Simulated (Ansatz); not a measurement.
**Relaxing Zr2N**

The calculation used Ansatz, DFT r2SCAN, scalar-relativistic, plane waves, PAW. Run with 500 eV cutoff, 8×8×10 k-mesh, Gaussian smearing of 0.10 eV, no spin polarisation.

What was changed: relaxed at 8 GPa.

Other phases may be more stable at this pressure.

Command:

```bash
ansatz run input.yaml --threads 1 --pin off --max-ram 2560MiB --backend cpu --events-out ev --progress --plain --runs-dir out
```

Input:

```yaml
crystal:
  lattice:
    - [5.3419657293, 0.0, 0.0]
    - [0.0, 5.3419657293, 0.0]
    - [0.0, 0.0, 3.2578210734]
  atoms:
    - { symbol: Zr, position: [0.2962374911, 0.2962374911, 0.0] }
    - { symbol: Zr, position: [0.7037625089, 0.7037625089, 0.0] }
    - { symbol: Zr, position: [0.7962374911, 0.2037625089, 0.5] }
    - { symbol: Zr, position: [0.2037625089, 0.7962374911, 0.5] }
    - { symbol: "N", position: [0.0, 0.0, 0.0] }
    - { symbol: "N", position: [0.5, 0.5, 0.5] }
basis:
  ecutwfc: 500
kpoints:
  mp_grid: { grid: [8, 8, 10] }
hamiltonian:
  xc: r2scan
scf:
  occupations: { method: gaussian, width: 0.1 }
output:
  forces: true
  stress: true
  eigenvalues: true
relax:
  adjacent_minimum: "off"
  f_tol: 0.008
  max_steps: 50
  cell: { stress_tol: 0.08, p_target: 8.0 }
```

F is the free energy. Steps run on the plane waves of an earlier cell, but the last one, and at times one on the way, on a freshly chosen basis, so a repeated geometry can differ a little in energy. The relaxation lowers the enthalpy F + PV at the target pressure, so F itself can rise.

Steps:

```tsv
step	F − F(1) (eV)	largest force component (eV/Å)	V (Å³/atom)	P (GPa)
1	0.0000	0.041	15.495	8.22
2	-0.0081	0.001	15.520	7.80
3	-0.0048	0.003	15.509	7.95
4	-0.0033	0.002	15.504	8.02
5	-0.0033	0.002	15.504	8.02
```

Relaxed structure:

```cif
data_structure
_symmetry_space_group_name_H-M 'P 1'
_symmetry_Int_Tables_number 1
_cell_length_a 5.3409
_cell_length_b 5.3409
_cell_length_c 3.2610
_cell_angle_alpha 90.000
_cell_angle_beta 90.000
_cell_angle_gamma 90.000
_cell_volume 93.02
loop_
_atom_site_label
_atom_site_type_symbol
_atom_site_fract_x
_atom_site_fract_y
_atom_site_fract_z
_atom_site_occupancy
Zr1 Zr 0.29573 0.29573 0.00000 1
Zr2 Zr 0.70427 0.70427 0.00000 1
Zr3 Zr 0.79573 0.20427 0.50000 1
Zr4 Zr 0.20427 0.79573 0.50000 1
N1 N 0.00000 0.00000 0.00000 1
N2 N 0.50000 0.50000 0.50000 1
```

It takes space group P4_2/mnm (No. 136, tetragonal). The conventional cell has a = 5.341 Å, b = 5.341 Å, c = 3.261 Å, α = 90.00°, β = 90.00°, γ = 90.00°. Zr (site symmetry m2m) is surrounded by 3 N at 2.23 to 2.24 Å. Around N (site symmetry mmm) lie 6 Zr at 2.23 to 2.24 Å.

The run converged. The run took 5.3 min on 1 thread of Intel(R) Xeon(R) Processor @ 2.50GHz (Skylake/Cascade Lake), with other jobs on the host, peak memory 0.73 GiB.